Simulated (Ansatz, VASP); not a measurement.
## Two plane-wave programs on MgO

The input INCAR:

```
SYSTEM = MgO
PREC = Accurate
ENCUT = 520
EDIFF = 1E-7
ISMEAR = 0
SIGMA = 0.01
LREAL = .FALSE.
LASPH = .TRUE.
NELM = 100
ALGO = Fast
ISIF = 2
LWAVE = .FALSE.
LCHARG = .FALSE.
GGA = PE
NBANDS = 11
```

The input KPOINTS:

```
Automatic mesh
0
G
  6 6 6
  0 0 0
```

File POSCAR:

```
MgO
1.0
    2.6233491285      0.0000000000      0.0000000000
    0.0000000000      2.6233491285      0.0000000000
    0.0000000000      0.0000000000      2.6233491285
Mg O
1 1
Direct
    0.0000000000      0.0000000000      0.0000000000
    0.5000000000      0.5000000000      0.5000000000
```

Input for Ansatz:

```yaml
crystal:
  lattice:
    - [2.6233491285, 0.0, 0.0]
    - [0.0, 2.6233491285, 0.0]
    - [0.0, 0.0, 2.6233491285]
  atoms:
    - { symbol: Mg, position: [0.0, 0.0, 0.0] }
    - { symbol: O, position: [0.5, 0.5, 0.5] }
kpoints:
  mp_grid: { grid: [6, 6, 6] }
hamiltonian:
  xc: pbe
scf:
  occupations: { method: fixed }
  n_extra_bands: 4
output:
  forces: true
  stress: true
  eigenvalues: true
```

The cell was built by a generator and needn't be a form met in nature.

Alike in both runs: task single point; functional PBE; k mesh 6 × 6 × 6; no spin polarisation.

|  | VASP | Ansatz |
| --- | --- | --- |
| version | VASP 6.6.1 | Ansatz 0.2.0 |
| potentials or method | VASP PAW PBE potentials, release 64 (Mg, O) | plane waves, PAW |
| plane-wave cutoff (eV) | 520 | 420 |
| occupations | gaussian, width 0.01 eV | fixed |
| valence electrons in the cell | 8 | 16 |

Ansatz gave:

* gap on the k mesh at the Fermi level (eV): 2.64
* pressure (GPa): 6.2

What did VASP give for the same quantities?

gap on the k mesh at the Fermi level (eV): 2.62; pressure (GPa): 5.5.

The two sets of potentials don't hold the same shells in valence.

A k mesh can miss the band edges.
